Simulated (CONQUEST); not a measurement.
**Te under changes of volume**

One of the cells (31.146 Å³/atom); the others are scaled copies at fixed shape and fractional positions:

```
Te
1.0
     4.61181    0.00000    0.00000
     0.00000    5.07286    0.00000
     0.00000    0.00000    7.98789
Te
6
Direct
  0.00000 0.16667 0.66667
  0.00000 0.50000 0.00000
  0.00000 0.83333 0.33333
  0.50000 0.16667 0.16667
  0.50000 0.50000 0.50000
  0.50000 0.83333 0.83333
```

This isn't the form of Te at room conditions, which is trigonal, of chains.

| Quantity | Value |
| --- | --- |
| Program | CONQUEST 1.3 |
| Functional | PBEsol |
| Potentials or basis | PseudoDojo NC PBEsol, DZP, grid of 48 × 48 × 80 points |
| k mesh | 6 × 5 × 4 |
| Occupations | fermi-dirac, width 0.05 eV |
| Spin | no spin polarisation |

```tsv
volume (Å³/atom)	energy over the lowest point (meV/atom)	pressure (GPa)	largest force (eV/Å)
29.277	34.77	5.1	0.007
29.900	18.15	3.5	0.000
30.523	7.19	2.1	0.009
31.146	1.31	0.9	0.009
31.769	0.00	-0.2	0.003
32.392	2.77	-1.2	0.000
33.015	?	?	?
```

Problem. What does the run at 33.015 Å³/atom give?

Solution. Energy over the lowest point 9.27 meV/atom; pressure -2.1 GPa; largest force 0.009 eV/Å.

Worked out: A Birch-Murnaghan fit of order 3 (a polynomial in V^(-2/3)) to the other rows has its minimum at 31.65 Å³/atom with B0 = V·E''(V) = 55 GPa and B' = 4.5 at fixed shape and positions, which overstates the stiffness. It gives 9.22 meV/atom at 33.015 Å³/atom, against the run's 9.27, and -dE/dV = -2.1 GPa, against -2.1.

Energies are extrapolated to zero smearing.

Caveats: the basis of atomic orbitals isn't converged, which shifts pressures, moduli and gaps.
